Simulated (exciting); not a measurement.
Wanted: an ASE script for an exciting (release sodium) run.

```yaml
Task: TDDFT spectrum
Functional: PBE
Potentials_or_basis: all-electron LAPW+lo, shipped species files, valence relativity iora*
rgkmax: 6
k_mesh: 5 × 5 × 5
Occupations: gaussian, width 0.005 eV
Spin: no spin polarisation
q_or_response_mesh: 7 × 7 × 7
Exchange-correlation_kernel: RPA
Scissor_shift_eV: 1 eV
gqmax_local_fields: 2 1/bohr
Broadening: 0.19048 eV
gmaxvr_cutoff_of_density_and_potential: 14 1/bohr
lmaxapw_and_lmaxmat: 10
lmaxvr: 8
nempty: 10
Valence_relativity: iora*
epsengy: 1e-05 Ha
epspot: 1e-05 Ha
maxscl: 60
Muffin-tin_radii: Si 2.0 bohr
```

The structure of Si lies in POSCAR:

```
Si
1.0
    0.0000000000      2.7218511865      2.7218511865
    2.7218511865      0.0000000000      2.7218511865
    2.7218511865      2.7218511865      0.0000000000
Si
2
Direct
    0.5000000000      0.5000000000      0.5000000000
    0.7500000000      0.7500000000      0.7500000000
```

These files were run (other wordings do the same):

run_exciting.py

```python
import subprocess
import xml.etree.ElementTree as ET
from ase.io import read
from ase.units import Bohr

atoms = read("POSCAR")
rmt = {'Si': 2.0}  # bohr
tasks = """
<groundstate do="fromscratch" ngridk="5 5 5" rgkmax="6" gmaxvr="14" lmaxapw="10" lmaxmat="10" lmaxvr="8" xctype="GGA_PBE" stype="Gaussian" swidth="0.00018375" nempty="10" ValenceRelativity="iora*" epsengy="1e-05" epspot="1e-05" maxscl="60" outputlevel="normal"/>
<xs xstype="TDDFT" ngridk="7 7 7" vkloff="0.097 0.273 0.493" nempty="30" gqmax="2" broad="0.007" scissor="0.036749" tevout="true">
  <energywindow intv="0 0.7" points="250"/>
  <tddft fxctype="RPA"/>
  <qpointset>
    <qpoint>0 0 0</qpoint>
  </qpointset>
</xs>
"""

root = ET.Element("input")
ET.SubElement(root, "title").text = "Si"
structure = ET.SubElement(root, "structure", speciespath="./", tshift="false")
crystal = ET.SubElement(structure, "crystal", scale="1.0")
for vector in atoms.cell / Bohr:
    ET.SubElement(crystal, "basevect").text = " ".join(f"{x:.12f}" for x in vector)
symbols = atoms.get_chemical_symbols()
for element in dict.fromkeys(symbols):
    species = ET.SubElement(structure, "species", speciesfile=element + ".xml", rmt=str(rmt[element]))
    for symbol, position in zip(symbols, atoms.get_scaled_positions(wrap=False)):
        if symbol == element:
            ET.SubElement(species, "atom", coord=" ".join(f"{x:.12f}" for x in position))
root.extend(ET.fromstring("<tasks>" + tasks + "</tasks>"))
ET.indent(root)
ET.ElementTree(root).write("input.xml")
subprocess.run(["exciting_smp"], check=True)
```

Potentials or basis: all-electron LAPW+lo, shipped species files, valence relativity iora*.

Run with:

```bash
$ OMP_NUM_THREADS=1 python run_exciting.py
```

It gave:

- Band gap on the k mesh: 0.60 eV, indirect (least direct gap 2.55 eV)
- All electrons inside the program's atomic spheres: Si 11.77 (radii Si 2.0 bohr)

Caveat: the scissor shift is a trial value, not fitted to this crystal; spectra need much finer meshes, so this one isn't converged; an odd mesh through Γ misses points on the zone boundary, where band edges often lie.

Wall time 2.3 min on 1 thread of AMD EPYC 7R43 64-Core Processor (Zen 3), with other jobs on the host, peak memory 0.3 GiB.
